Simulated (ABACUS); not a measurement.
# BN (F-43m) in ABACUS: further runs, part 2 of 2

ABACUS 3.10.1.

### Step 5. Single point, MS2

Input file run_abacus.py:

```python
"""ABACUS run from a structure file: ASE reads it, the script writes STRU, KPT and INPUT."""
import re
import subprocess
import spglib
from ase import Atoms
from ase.io import read
from ase.units import Bohr

atoms = read("BN.cif")
cell, frac, numbers = spglib.standardize_cell((atoms.cell[:], atoms.get_scaled_positions(), atoms.numbers), to_primitive=True, symprec=1e-4)
atoms = Atoms(numbers=numbers, cell=cell, scaled_positions=frac, pbc=True)  # the primitive cell
atoms = atoms[(-atoms.numbers).argsort(kind="stable")]  # ABACUS lists atoms element by element
pseudo = {'N': 'N_ONCV_PBE-1.2.upf', 'B': 'B_ONCV_PBE-1.2.upf'}
orbital = {}
magmoms = None
kmesh = [8, 8, 8]
params = {
    'suffix': 'BN',
    'calculation': 'scf',
    'basis_type': 'pw',
    'pseudo_dir': './',
    'symmetry': 1,
    'dft_functional': 'MGGA_X_MS2+GGA_C_REGTPSS',
    'ecutwfc': 97,
    'pseudo_rcut': 10,
    'nspin': 1,
    'nbands': 14,
    'ks_solver': 'dav',
    'smearing_method': 'fd',
    'smearing_sigma': 0.00367493,
    'scf_thr': 1e-08,
    'scf_nmax': 100,
    'mixing_type': 'broyden',
    'mixing_beta': 0.7,
    'cal_force': 1,
    'cal_stress': 1,
    'mixing_tau': 1,
    'out_chg': 1,
    'out_pot': 2,
    'out_elf': 1,
}

symbols = atoms.get_chemical_symbols()
elements = list(dict.fromkeys(symbols))
lines = ["ATOMIC_SPECIES"] + [f"{e} {atoms.get_masses()[symbols.index(e)]:.4f} {pseudo[e]}" for e in elements]
if orbital:
    lines += ["", "NUMERICAL_ORBITAL"] + [orbital[e] for e in elements]
lines += ["", "LATTICE_CONSTANT", f"{1 / Bohr:.10f}", "", "LATTICE_VECTORS"]
lines += [" ".join(f"{x:.10f}" for x in v) for v in atoms.cell]
lines += ["", "ATOMIC_POSITIONS", "Direct"]
for e in elements:
    lines += ["", e, "0.0", str(symbols.count(e))]
    for i, p in enumerate(atoms.get_scaled_positions(wrap=False)):
        if symbols[i] == e:
            mag = "" if magmoms is None else " mag " + " ".join(str(x) for x in (magmoms[i] if isinstance(magmoms[i], list) else [magmoms[i]]))
            lines.append(" ".join(f"{x:.10f}" for x in p) + " 1 1 1" + mag)
open("STRU", "w").write("\n".join(lines) + "\n")
open("KPT", "w").write("K_POINTS\n0\nGamma\n%d %d %d 0 0 0\n" % tuple(kmesh))
open("INPUT", "w").write("INPUT_PARAMETERS\n" + "".join(f"{k:<20s}{v}\n" for k, v in params.items()))

done = subprocess.run(['mpirun', '-np', '4', 'abacus'])
if done.returncode:
    raise SystemExit(done.returncode)
log = open("OUT.BN/running_scf.log").read()
print("final energy (eV):", re.findall(r"FINAL_ETOT_IS (\S+)", log))
```

Input file BN.cif:

```cif
data_BN
_cell_length_a 3.62600200
_cell_length_b 3.62600200
_cell_length_c 3.62600200
_cell_angle_alpha 90.00000000
_cell_angle_beta 90.00000000
_cell_angle_gamma 90.00000000
_space_group_name_H-M_alt 'F-43m'
_space_group_name_Hall 'F -4 2 3'
_space_group_IT_number 216
loop_
_space_group_symop_operation_xyz
'x,y,z'
'y,-x,-z'
'-x,-y,z'
'-y,x,-z'
'x,-y,-z'
'y,x,z'
'-x,y,-z'
'-y,-x,z'
'z,x,y'
'-z,y,-x'
'z,-x,-y'
'-z,-y,x'
'-z,x,-y'
'z,y,x'
'-z,-x,y'
'z,-y,-x'
'y,z,x'
'-x,-z,y'
'-y,z,-x'
'x,-z,-y'
'-y,-z,x'
'x,z,y'
'y,-z,-x'
'-x,z,-y'
'x,y+1/2,z+1/2'
'y,-x+1/2,-z+1/2'
'-x,-y+1/2,z+1/2'
'-y,x+1/2,-z+1/2'
'x,-y+1/2,-z+1/2'
'y,x+1/2,z+1/2'
'-x,y+1/2,-z+1/2'
'-y,-x+1/2,z+1/2'
'z,x+1/2,y+1/2'
'-z,y+1/2,-x+1/2'
'z,-x+1/2,-y+1/2'
'-z,-y+1/2,x+1/2'
'-z,x+1/2,-y+1/2'
'z,y+1/2,x+1/2'
'-z,-x+1/2,y+1/2'
'z,-y+1/2,-x+1/2'
'y,z+1/2,x+1/2'
'-x,-z+1/2,y+1/2'
'-y,z+1/2,-x+1/2'
'x,-z+1/2,-y+1/2'
'-y,-z+1/2,x+1/2'
'x,z+1/2,y+1/2'
'y,-z+1/2,-x+1/2'
'-x,z+1/2,-y+1/2'
'x+1/2,y,z+1/2'
'y+1/2,-x,-z+1/2'
'-x+1/2,-y,z+1/2'
'-y+1/2,x,-z+1/2'
'x+1/2,-y,-z+1/2'
'y+1/2,x,z+1/2'
'-x+1/2,y,-z+1/2'
'-y+1/2,-x,z+1/2'
'z+1/2,x,y+1/2'
'-z+1/2,y,-x+1/2'
'z+1/2,-x,-y+1/2'
'-z+1/2,-y,x+1/2'
'-z+1/2,x,-y+1/2'
'z+1/2,y,x+1/2'
'-z+1/2,-x,y+1/2'
'z+1/2,-y,-x+1/2'
'y+1/2,z,x+1/2'
'-x+1/2,-z,y+1/2'
'-y+1/2,z,-x+1/2'
'x+1/2,-z,-y+1/2'
'-y+1/2,-z,x+1/2'
'x+1/2,z,y+1/2'
'y+1/2,-z,-x+1/2'
'-x+1/2,z,-y+1/2'
'x+1/2,y+1/2,z'
'y+1/2,-x+1/2,-z'
'-x+1/2,-y+1/2,z'
'-y+1/2,x+1/2,-z'
'x+1/2,-y+1/2,-z'
'y+1/2,x+1/2,z'
'-x+1/2,y+1/2,-z'
'-y+1/2,-x+1/2,z'
'z+1/2,x+1/2,y'
'-z+1/2,y+1/2,-x'
'z+1/2,-x+1/2,-y'
'-z+1/2,-y+1/2,x'
'-z+1/2,x+1/2,-y'
'z+1/2,y+1/2,x'
'-z+1/2,-x+1/2,y'
'z+1/2,-y+1/2,-x'
'y+1/2,z+1/2,x'
'-x+1/2,-z+1/2,y'
'-y+1/2,z+1/2,-x'
'x+1/2,-z+1/2,-y'
'-y+1/2,-z+1/2,x'
'x+1/2,z+1/2,y'
'y+1/2,-z+1/2,-x'
'-x+1/2,z+1/2,-y'
loop_
_atom_site_label
_atom_site_type_symbol
_atom_site_symmetry_multiplicity
_atom_site_Wyckoff_symbol
_atom_site_fract_x
_atom_site_fract_y
_atom_site_fract_z
_atom_site_occupancy
N1 N 4 d 0.2500000000 0.2500000000 0.7500000000 1
B1 B 4 a 0.0000000000 0.0000000000 0.0000000000 1
```

On the command line:

```console
OMP_NUM_THREADS=1 python run_abacus.py > log
```

It took 8.6 s on 4 MPI ranks of AMD EPYC 7R13 (Zen 3), shared host; peak memory 0.36 GiB.

The run converged. Its results:

* Free energy: -340.8972 eV
* Pressure: 148.3 GPa
* Band gap on the k mesh: 5.42 eV, indirect (least direct gap 10.17 eV)

Levels at points of the mesh, in eV from the valence-band top:
```csv
k point,band 2,band 3,band 4,band 5,band 6,band 7
"(0.00, 0.00, 0.00)",0.00,0.00,0.00,10.17,10.17,10.17
"(0.50, 0.50, 0.50)",-11.17,-2.08,-2.08,11.39,12.21,12.21
"(0.50, 0.50, 0.00)",-9.48,-5.17,-5.17,5.42,10.20,20.48
```

Caveat: a pressure of tens of GPa on the cell as given is suspect, and the run, the potentials or the cell itself is likely at fault; the potentials were made for another functional, which shifts forces and pressure. A k mesh can miss the band edges.

### Step 6. Summary

| task | level | potentials or basis | cell | k mesh | cutoff (eV) | max steps of the relaxation | force threshold | optimiser | stress threshold | gap on the mesh (eV) | pressure (GPa) |
| --- | --- | --- | --- | --- | --- | --- | --- | --- | --- | --- | --- |
| single point | B86bPBE | GBRV ultrasoft 1.5 PBE, plane waves | as given | 10 × 10 × 10 | 544 | - | - | - | - | 4.53 | 0.6 |
| relaxation of cell and atoms | B86bPBE | GBRV ultrasoft 1.5 PBE, plane waves | relaxed | 10 × 10 × 10 | 544 | 60 | 0.005 eV/Å | cg | 0.2 kbar | 4.52 | 0.0 |
| single point | TPSS | SG15 ONCV 1.2 PBE, plane waves | as given | 8 × 8 × 8 | 1320 | - | - | - | - | 4.58 | -0.9 |
| single point | MS2 | SG15 ONCV 1.2 PBE, plane waves | as given | 8 × 8 × 8 | 1320 | - | - | - | - | 5.42 | 148.3 |

Alike in all rows: no spin polarisation; smearing fermi-dirac 0.05 eV.

Caveats: the potentials were made for another functional, which shifts forces and pressure; a pressure of tens of GPa on the cell as given is suspect, and the run, the potentials or the cell itself is likely at fault (some runs).

Total energies depend on the potentials used, so only differences within one code and one set of settings carry meaning.

### Step 7. Against experiment

Step 2. Against the measured gap of BN, 6.4 eV (indirect; 300 K; a printed reference work, monograph), the calculated 4.53 eV is off by -1.87 eV. The value is that of B86bPBE on a finite k mesh, which can miss the band edges, without temperature or zero-point motion. The cell is a database's relaxed one, not the measured one, which moves gaps too.

Step 4. Against the measured gap of BN, 6.4 eV (indirect; 300 K; a printed reference work, monograph), the calculated 4.58 eV is off by -1.82 eV. The value is that of TPSS on a finite k mesh, which can miss the band edges, without temperature or zero-point motion. The cell is a database's relaxed one, not the measured one, which moves gaps too.
